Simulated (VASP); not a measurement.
# Ga (I4/mmm) in VASP: settings compared

Aim: see how the results for Ga move with the level of theory and the settings. Levels: PBE, PBEsol. Tasks: single point.

Everything below comes from runs of VASP 6.6.1. Logs are shortened: lines on timing, memory, paths and dates and some standing lists are left out, and cuts for length are marked.

## Step 1: The crystal as given

It takes space group I4/mmm (No. 139, tetragonal). The conventional cell has a = 2.769 Å, b = 2.769 Å, c = 4.622 Å, α = 90.00°, β = 90.00°, γ = 90.00°. Ga (site symmetry 4/mmm) has 12 Ga at 2.77 to 3.03 Å as nearest neighbours.

This isn't the form of Ga at room conditions, which is orthorhombic.

## Step 2: Single point, PBE

INCAR

```
SYSTEM = Ga
  PREC = Accurate
  ENCUT = 520
  EDIFF = 1E-6
  ISMEAR = -1
  SIGMA = 0.04
  LREAL = .FALSE.
  LASPH = .TRUE.
  NELM = 100
  ALGO = Fast
  ISIF = 2
  LWAVE = .FALSE.
  LCHARG = .TRUE.
  GGA = PE
  LELF = .TRUE.
  LVHAR = .TRUE.
  NBANDS = 12
```

KPOINTS

```
Automatic mesh
0
G
  5 5 5
  0 0 0
```

POSCAR

```
Ga
1.0
   -1.3843987196      1.3843987196      2.3112238365
    1.3843987196     -1.3843987196      2.3112238365
    1.3843987196      1.3843987196     -2.3112238365
Ga
1
Direct
    0.0000000000      0.0000000000      0.0000000000
```

Potentials or basis: VASP PAW PBE potentials, release 64 (Ga_d).

Run with:

```sh
cat potpaw_PBE.64/Ga_d/POTCAR > POTCAR
mpirun -np 1 vasp_std > vasp.out
```

OUTCAR:

```text
SYSTEM = Ga
   PREC = Accurate
   ENCUT = 520
   EDIFF = 1E-6
   ISMEAR = -1
   LREAL = .FALSE.
   LASPH = .TRUE.
   NELM = 100
   ISIF = 2
   GGA = PE

 ion  position               nearest neighbor table
   1  0.000  0.000  0.000-

  LATTYP: Found a body centered tetragonal cell.
 ALAT       =     2.7687974392
 C/A-ratio  =     1.6694784557

  Lattice vectors:

 A1 = (  -1.3843987196,   1.3843987196,   2.3112238365)
 A2 = (   1.3843987196,  -1.3843987196,   2.3112238365)
 A3 = (   1.3843987196,   1.3843987196,  -2.3112238365)

Analysis of symmetry for initial positions (statically):
=====================================================================
 Subroutine PRICEL returns:
 Original cell was already a primitive cell.

 Routine SETGRP: Setting up the symmetry group for a
 body centered tetragonal supercell.

 Subroutine GETGRP returns: Found 16 space group operations
 (whereof 16 operations were pure point group operations)
 out of a pool of 16 trial point group operations.

The static configuration has the point symmetry D_4h.

Analysis of symmetry for dynamics (positions and initial velocities):
=====================================================================
 Subroutine PRICEL returns:
 Original cell was already a primitive cell.

 Routine SETGRP: Setting up the symmetry group for a
 body centered tetragonal supercell.

 Subroutine GETGRP returns: Found 16 space group operations
 (whereof 16 operations were pure point group operations)
 out of a pool of 16 trial point group operations.

The dynamic configuration has the point symmetry D_4h.

 Subroutine INISYM returns: Found 16 space group operations
 (whereof 16 operations are pure point group operations),
 and found     1 'primitive' translations

----------------------------------------------------------------------------------------

                                     Primitive cell

  volume of cell :      17.7184

  direct lattice vectors                    reciprocal lattice vectors
    -1.384398720  1.384398720  2.311223836     0.000000000  0.361167627  0.216335602
     1.384398720 -1.384398720  2.311223836     0.361167627  0.000000000  0.216335602
     1.384398720  1.384398720 -2.311223836     0.361167627  0.361167627  0.000000000

  length of vectors
     3.029005654  3.029005654  3.029005654     0.421002550  0.421002550  0.510768156

  position of ions in fractional coordinates (direct lattice)
     0.000000000  0.000000000  0.000000000

  ion indices of the primitive-cell ions
   primitive index   ion index
                 1           1

----------------------------------------------------------------------------------------

 KPOINTS: Automatic mesh

Automatic generation of k-mesh.
 Grid dimensions read from file:
 generate k-points for:    5    5    5

 Generating k-lattice:

  Cartesian coordinates                     Fractional coordinates (reciprocal lattice)
     0.000000000  0.072233525  0.043267120     0.200000000  0.000000000 -0.000000000
     0.072233525  0.000000000  0.043267120     0.000000000  0.200000000 -0.000000000
     0.072233525  0.072233525  0.000000000     0.000000000  0.000000000  0.200000000

  Length of vectors
     0.084200510  0.084200510  0.102153631

  Shift w.r.t. Gamma in fractional coordinates (k-lattice)
     0.000000000  0.000000000  0.000000000

 Subroutine IBZKPT returns following result:
 ===========================================

 Found     18 irreducible k-points:

 Following reciprocal coordinates:
            Coordinates               Weight
  0.000000  0.000000  0.000000      1.000000
  0.200000 -0.000000  0.000000      8.000000
  0.400000 -0.000000  0.000000      8.000000
  0.200000  0.200000  0.000000      8.000000
  0.400000  0.200000  0.000000     16.000000
 -0.400000  0.200000  0.000000     16.000000
[... 10 lines left out ...]
 -0.400000  0.400000  0.400000      4.000000
 -0.400000 -0.400000  0.400000      2.000000
   k-points           NKPTS =     18   k-points in BZ     NKDIM =     18   number of bands    NBANDS=     12
   number of dos      NEDOS =    301   number of ions     NIONS =      1
   total plane-waves  NPLWV =  13824
   dimension x,y,z NGX =    24 NGY =   24 NGZ =   24
   dimension x,y,z NGXF=    48 NGYF=   48 NGZF=   48
   ions per type =               1
   NGX,Y,Z   is equivalent  to a cutoff of  13.17, 13.17, 13.17 a.u.
   NGXF,Y,Z  is equivalent  to a cutoff of  26.34, 26.34, 26.34 a.u.
 SYSTEM =  Ga
   PREC   = accura    normal or accurate (medium, high low for compatibility)
   ISTART =      0    job   : 0-new  1-cont  2-samecut
   ICHARG =      2    charge: 1-file 2-atom 10-const
   ISPIN  =      1    spin polarized calculation?
   LNONCOLLINEAR =      F non collinear calculations
   LSORBIT =      F    spin-orbit coupling
   LASPH  =      T    aspherical Exc in radial PAW
   ENCUT  =  520.0 eV  38.22 Ry    6.18 a.u.   5.63  5.63  5.63*2*pi/ulx,y,z
   NELM   =    100;   NELMIN=  2; NELMDL= -5     # of ELM steps
   EDIFF  = 0.1E-05   stopping-criterion for ELM
   LREAL  =      F    real-space projection
   EDIFFG = 0.1E-04   stopping-criterion for IOM
   NSW    =      0    number of steps for IOM
   IBRION =     -1    ionic relax: 0-MD 1-quasi-New 2-CG
   NFREE  =      0    steps in history (QN), initial steepest desc. (CG)
   ISIF   =      2    stress and relaxation
   ISYM   =      2    0-nonsym 1-usesym 2-fastsym
   POTIM  = 0.5000    time-step for ionic-motion
   TEBEG  =    0.0;   TEEND  =   0.0 temperature during run
   PSTRESS=    0.0 pullay stress
   NELECT =      13.0000    total number of electrons
   NUPDOWN=      -1.0000    fix difference up-down
   EMIN   =  10.00;   EMAX   =-10.00  energy-range for DOS
   EFERMI =   0.00;   METHOD = LEGACY
   ISMEAR =    -1;   SIGMA  =   0.04  broadening in eV -4-tet -1-fermi 0-gaus
   EFERMI_NEDOS =   21; number of points for ismear=-14 and -15
   IALGO  =     68    algorithm
   IMIX   =      4    mixing-type and parameters
     AMIX     =   0.40;   BMIX     =  1.00
     AMIX_MAG =   1.60;   BMIX_MAG =  1.00
  volume/ion in A,a.u.               =      17.72       119.57
  Fermi-wavevector in a.u.,A,eV,Ry     =   1.476549  2.790273 29.663375  2.180197
  Thomas-Fermi vector in A             =   2.591062
   LORBIT       =      0    0 simple, 1 ext, 2 COOP (PROOUT), +10 PAW based schemes
   GGA     = PE    functional components
   LHFCALC =     F    Hartree Fock is set to
   AEXX    =    0.0000 exact exchange contribution
   IVDW    =     0    specifies the selected vdW correction
   LEPSILON=     F    determine dielectric tensor
   LRPA    =     F    only Hartree local field effects (RPA)
 non-spin polarized calculation
 RMM-DIIS sequential band-by-band and
  energy-cutoff  :      520.00
  volume of cell :       17.72
 maximum number of plane-waves:       485
   NGX = 11   NGY = 11   NGZ = 11

 number of electron      12.9999997 magnetization

 Free energy of the ion-electron system (eV)
  ---------------------------------------------------
  ext. energy  EPLUGINS =         0.00000000
  ---------------------------------------------------
  free energy    TOTEN  =        -2.87118908 eV

  energy without entropy =       -2.86402423  energy(sigma->0) =       -2.86760666

 E-fermi :   6.5328     XC(G=0): -11.3264

 val. band max:        6.5293424950   @ k =  -0.4000   0.4000   0.2000
 cond. band min:       6.7737460960   @ k =   0.4000   0.4000   0.0000
 fundamental gap:      0.2444036010
 Fermi energy:         6.5328298344

 k-point     1 :       0.0000    0.0000    0.0000
  band No.  band energies     occupation
      1      -8.9317      2.00000
      2      -8.7708      2.00000
      3      -8.7354      2.00000
      4      -8.7354      2.00000
      5      -8.5743      2.00000
      6      -5.3788      2.00000
      7      18.8546      0.00000
      8      19.1622      0.00000
      9      19.1622      0.00000
     10      22.5241      0.00000
     11      22.7341      0.00000
     12      23.4708      0.00000

 k-point     2 :       0.2000   -0.0000    0.0000
  band No.  band energies     occupation
      1      -8.8887      2.00000
      2      -8.7918      2.00000
      3      -8.7023      2.00000
      4      -8.7018      2.00000
      5      -8.6019      2.00000
      6      -4.2797      2.00000
      7      12.1191      0.00000
      8      16.4732      0.00000
      9      18.6177      0.00000
     10      19.9774      0.00000
     11      21.7373      0.00000
     12      25.7632      0.00000

 k-point     3 :       0.4000   -0.0000    0.0000
  band No.  band energies     occupation
      1      -8.8922      2.00000
      2      -8.8737      2.00000
      3      -8.7144      2.00000
      4      -8.5800      2.00000
      5      -8.5464      2.00000
      6      -0.9385      2.00000
      7       4.6428      2.00000
      8      14.3567      0.00000
      9      18.2572      0.00000
     10      18.6011      0.00000
     11      21.9880      0.00000
     12      23.8197      0.00000

 k-point     4 :       0.2000    0.2000    0.0000
  band No.  band energies     occupation
      1      -8.8228      2.00000
      2      -8.7919      2.00000
      3      -8.7052      2.00000
      4      -8.6865      2.00000
      5      -8.6243      2.00000
      6      -2.5856      2.00000
      7      10.7681      0.00000
      8      11.0336      0.00000
      9      14.6641      0.00000
     10      21.3061      0.00000
     11      22.6076      0.00000
     12      23.4422      0.00000

 k-point     5 :       0.4000    0.2000    0.0000
  band No.  band energies     occupation
      1      -8.8590      2.00000
      2      -8.7795      2.00000
      3      -8.7328      2.00000
      4      -8.6492      2.00000
      5      -8.5530      2.00000
      6       1.2687      2.00000
      7       4.0307      2.00000
      8      11.5585      0.00000
      9      12.9283      0.00000
     10      18.0264      0.00000
     11      21.8179      0.00000
     12      27.9045      0.00000
[... 138 lines left out ...]
      1      -8.9480      2.00000
      2      -8.8264      2.00000
      3      -8.6583      2.00000
      4      -8.6379      2.00000
      5      -8.5539      2.00000
      6      -1.9309      2.00000
      7       8.4989      0.00000
      8       9.9586      0.00000
      9      15.3980      0.00000
     10      18.5149      0.00000
     11      24.3545      0.00000
     12      27.0219      0.00000

 k-point    16 :      -0.2000   -0.2000    0.2000
  band No.  band energies     occupation
      1      -8.9722      2.00000
      2      -8.8239      2.00000
      3      -8.6672      2.00000
      4      -8.6672      2.00000
      5      -8.5574      2.00000
      6      -4.2141      2.00000
      7      12.8325      0.00000
      8      16.0530      0.00000
      9      16.0530      0.00000
     10      18.6304      0.00000
     11      19.4639      0.00000
     12      28.6522      0.00000

 k-point    17 :      -0.4000    0.4000    0.4000
  band No.  band energies     occupation
      1      -8.9837      2.00000
      2      -8.8556      2.00000
      3      -8.6272      2.00000
      4      -8.5740      2.00000
      5      -8.5468      2.00000
      6       2.3235      2.00000
      7       3.1173      2.00000
      8       7.7997      0.00000
      9      14.1975      0.00000
     10      17.6119      0.00000
     11      23.9312      0.00000
     12      34.0271      0.00000

 k-point    18 :      -0.4000   -0.4000    0.4000
  band No.  band energies     occupation
      1      -9.0377      2.00000
      2      -8.9304      2.00000
      3      -8.5527      2.00000
      4      -8.5527      2.00000
      5      -8.5300      2.00000
      6      -0.7003      2.00000
      7       5.1103      2.00000
      8      13.6514      0.00000
      9      13.6514      0.00000
     10      16.6976      0.00000
     11      17.7059      0.00000
     12      37.2434      0.00000

------------------------ aborting loop because EDIFF is reached ----------------------------------------

  FORCE on cell =-STRESS in cart. coord.  units (eV):
  Direction    XX          YY          ZZ          XY          YZ          ZX
  --------------------------------------------------------------------------------------
  -------------------------------------------------------------------------------------
  Total        0.2596027      0.2596027      1.2046642      0.0000000      0.0000000      0.0000000
  in kB       23.4744448     23.4744448    108.9311826      0.0000000      0.0000000      0.0000000
  external PRESSURE =      51.9600241 kB  Pullay stress =       0.0000000 kB

 VOLUME and BASIS-vectors are now :
 -----------------------------------------------------------------------------
  energy-cutoff  :      520.00
  volume of cell :       17.72
      direct lattice vectors                 reciprocal lattice vectors
    -1.384398720  1.384398720  2.311223836     0.000000000  0.361167627  0.216335602
     1.384398720 -1.384398720  2.311223836     0.361167627  0.000000000  0.216335602
     1.384398720  1.384398720 -2.311223836     0.361167627  0.361167627  0.000000000

 POSITION                                       TOTAL-FORCE (eV/Angst)
 -----------------------------------------------------------------------------------
      0.00000      0.00000      0.00000        -0.000000      0.000000      0.000000
 -----------------------------------------------------------------------------------
    total drift:                                0.000000      0.000000     -0.000000

  FREE ENERGIE OF THE ION-ELECTRON SYSTEM (eV)
  ---------------------------------------------------
  free  energy   TOTEN  =        -2.8711890799 eV

  energy  without entropy=       -2.8640242338  energy(sigma->0) =       -2.86760666
```

Wall time 13 s (1 thread of Intel Xeon Platinum 8259CL at 2.50GHz (Skylake/Cascade Lake), shared host); peak memory 0.13 GiB.

Results:

* Free energy: -2.8712 eV
* Pressure: 5.2 GPa
* Band gap on the k mesh: none (metal or under the smearing width)

Caveat: the k mesh is coarse (spacing up to 0.64 Å⁻¹), so the values aren't converged.

## Step 3: Single point, PBE (volume scaled by 1.02)

INCAR

```
ALGO = Normal
EDIFF = 1E-7
ENCUT = 520
GGA = PE
ISIF = 2
ISMEAR = -1
LASPH = True
LCHARG = False
LREAL = False
LWAVE = False
NBANDS = 12
NELM = 100
PREC = Accurate
SIGMA = 0.05
```

KPOINTS

```
k-points
0
Gamma
  13 13 13
```

POSCAR

```
Ga
1.0
   -1.3935671902      1.3935671902      2.3265304007
    1.3935671902     -1.3935671902      2.3265304007
    1.3935671902      1.3935671902     -2.3265304007
Ga
1
Direct
    0.0000000000      0.0000000000      0.0000000000
```

Potentials or basis: VASP PAW PBE potentials, release 64 (Ga_d).

Run with:

```sh
cat potpaw_PBE.64/Ga_d/POTCAR > POTCAR
mpirun -np 1 vasp_std > vasp.out
```

It took 15 s on 1 thread of Intel Xeon Platinum 8488C (Sapphire Rapids), shared host; peak memory 0.17 GiB.

Results (log left out):

```yaml
Free_energy: -2.8826 eV
Pressure: 2.3 GPa
Band_gap_on_the_k_mesh: none (metal or under the smearing width)
```

Stress tensor (GPa, compression positive):
```
2.43 0.00 0.00
0.00 2.43 0.00
0.00 0.00 2.08
```

Levels at points of the mesh, in eV from the Fermi level:
```
           k point  band 4  band 5  band 6  band 7  band 8  band 9
(0.00, 0.00, 0.00)  -14.84  -14.68  -11.32   12.51   12.84   12.84
```

## Step 4: Single point, PBE (volume scaled by 0.96)

INCAR

```
SYSTEM = Ga
ALGO     = Fast           ! electronic algorithm
EDIFF    = 1E-6           ! SCF threshold, eV
ENCUT    = 520            ! plane-wave cutoff, eV
GGA      = PE             ! functional
ISIF     = 2              ! what is computed and relaxed
ISMEAR   = -1             ! smearing method
LASPH    = .TRUE.         ! aspherical terms in the spheres
LCHARG   = .FALSE.        ! write CHGCAR
LREAL    = .FALSE.        ! projectors in reciprocal space
LWAVE    = .FALSE.        ! write WAVECAR
NBANDS   = 12             ! bands
NELM     = 80             ! most SCF steps
PREC     = Accurate       ! precision mode
SIGMA    = 0.05           ! smearing width, eV
```

KPOINTS

```
k-points
0
G
  13 13 13
  0 0 0
```

POSCAR

```
Ga
1.0
   -1.3656883352      1.3656883352      2.2799872528
    1.3656883352     -1.3656883352      2.2799872528
    1.3656883352      1.3656883352     -2.2799872528
Ga
1
Direct
    0.0000000000      0.0000000000      0.0000000000
```

Run with:

```sh
cat potpaw_PBE.64/Ga_d/POTCAR > POTCAR
mpirun -np 1 vasp_std > vasp.out
```

Run time: 17 s. Hardware: 1 thread of Intel Xeon Platinum 8488C (Sapphire Rapids), shared host; peak memory 0.16 GiB.

The run converged. Its results:

```yaml
Free_energy: -2.8536 eV
Pressure: 6.7 GPa
Band_gap_on_the_k_mesh: none (metal or under the smearing width)
```

Stress tensor (GPa, compression positive):
```
7.04 0.00 0.00
0.00 7.04 0.00
0.00 0.00 6.04
```

Levels at points of the mesh, in eV from the Fermi level:
```
           k point  band 3  band 4  band 5  band 6  band 7  band 8  band 9  band 10
(0.00, 0.00, 0.00)  -14.91  -14.91  -14.73  -11.83   13.26   13.53   13.53    16.82
```

## Step 5: Single point, PBEsol

INCAR

```
SYSTEM = Ga
PREC = Accurate
ENCUT = 520
EDIFF = 1E-7
ISMEAR = -1
SIGMA = 0.05
LREAL = .FALSE.
LASPH = .TRUE.
NELM = 100
ALGO = Normal
ISIF = 2
LWAVE = .FALSE.
LCHARG = .FALSE.
GGA = PS
NBANDS = 12
```

KPOINTS

```
Automatic mesh
0
G
  13 13 13
  0 0 0
```

POSCAR

```
Ga
1.0
   -1.3843987196      1.3843987196      2.3112238365
    1.3843987196     -1.3843987196      2.3112238365
    1.3843987196      1.3843987196     -2.3112238365
Ga
1
Direct
    0.0000000000      0.0000000000      0.0000000000
```

Run with:

```sh
cat potpaw_PBE.64/Ga_d/POTCAR > POTCAR
mpirun -np 1 vasp_std > vasp.out
```

It took 23 s on 1 thread of AMD EPYC 9R14 (Zen 4), shared host; peak memory 0.13 GiB.

Results (log left out):

```yaml
Free_energy: -3.3376 eV
Pressure: -0.2 GPa
Band_gap_on_the_k_mesh: none (metal or under the smearing width)
```

Stress tensor (GPa, compression positive):
```
-0.19  0.00  0.00
 0.00 -0.19  0.00
 0.00  0.00 -0.37
```

Levels at points of the mesh, in eV from the Fermi level:
| k point | band 4 | band 5 | band 6 | band 7 | band 8 | band 9 |
| --- | --- | --- | --- | --- | --- | --- |
| (0.00, 0.00, 0.00) | -14.79 | -14.62 | -11.48 | 12.73 | 13.05 | 13.05 |

Caveat: the PAW data sets were made with another functional, which shifts forces and pressure a little.

[end of part 1 of 2]
